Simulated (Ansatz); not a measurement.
# TaSi2: the cost of one run

Program: Ansatz 0.2.0. Level of theory: DFT PBE, scalar-relativistic, plane waves, PAW. These are calculated values, not measurements.

The COD entry's cell or inner coordinates are ideal or old and differ from later refinements, so a difference from it is no clean test against experiment.

### 1 Starting point

Symmetry: P6_222, No. 180, hexagonal system. Conventional cell: a = 4.780 Å, b = 4.780 Å, c = 6.564 Å, α = 90.00°, β = 90.00°, γ = 120.00°. Ta (site symmetry 222) is surrounded by 10 Si at 2.59 to 2.76 Å. Around Si (site symmetry 2) lie 5 Si at 2.59 to 2.76 Å and 5 Ta at 2.59 to 2.76 Å.

As a file:

```
Ta Si
1.0
     4.78000    0.00000    0.00000
    -2.39000    4.13960    0.00000
     0.00000    0.00000    6.56400
Ta Si
3 6
Direct
  0.50000 0.00000 0.50000
  0.50000 0.50000 0.83333
  0.00000 0.50000 0.16667
  0.16665 0.33330 0.50000
  0.83335 0.16665 0.83333
  0.66670 0.83335 0.16667
  0.83335 0.66670 0.50000
  0.16665 0.83335 0.83333
  0.33330 0.16665 0.16667
```

The structure rests on an entry of the Crystallography Open Database; cell or positions may have been set otherwise for this series.

### 2 Relaxing cell and atoms: TaSi2, no spin

File input.yaml:

```yaml
crystal:
  lattice:
    - [4.78, 0.0, 0.0]
    - [-2.39, 4.1396014301, 0.0]
    - [0.0, 0.0, 6.564]
  atoms:
    - { symbol: Ta, position: [0.5, 0.0, 0.5] }
    - { symbol: Ta, position: [0.5, 0.5, 0.8333333333] }
    - { symbol: Ta, position: [0.0, 0.5, 0.1666666667] }
    - { symbol: Si, position: [0.16665, 0.3333, 0.5] }
    - { symbol: Si, position: [0.83335, 0.16665, 0.8333333333] }
    - { symbol: Si, position: [0.6667, 0.83335, 0.1666666667] }
    - { symbol: Si, position: [0.83335, 0.6667, 0.5] }
    - { symbol: Si, position: [0.16665, 0.83335, 0.8333333333] }
    - { symbol: Si, position: [0.3333, 0.16665, 0.1666666667] }
scf:
  occupations: { method: methfessel_paxton, width: 0.1 }
output:
  forces: true
  stress: true
  eigenvalues: true
  write_density: true
  write_potential: true
  elf: true
  volumetric_format: npy
kpoints:
  mp_grid: { grid: [12, 12, 8] }
hamiltonian:
  xc: pbe
relax:
  f_tol: 0.01
  adjacent_minimum: "off"
  cell: { stress_tol: 0.05 }
```

Started as:

```sh
> ansatz run input.yaml --threads 8 --pin off --max-ram 40960MiB --backend cpu --events-out ev --progress --plain --runs-dir out
```

What time and memory should one allow on 8 threads of Intel Xeon 6975P-C (Granite Rapids), shared host?

About 23 s, with a peak of 0.84 GiB.
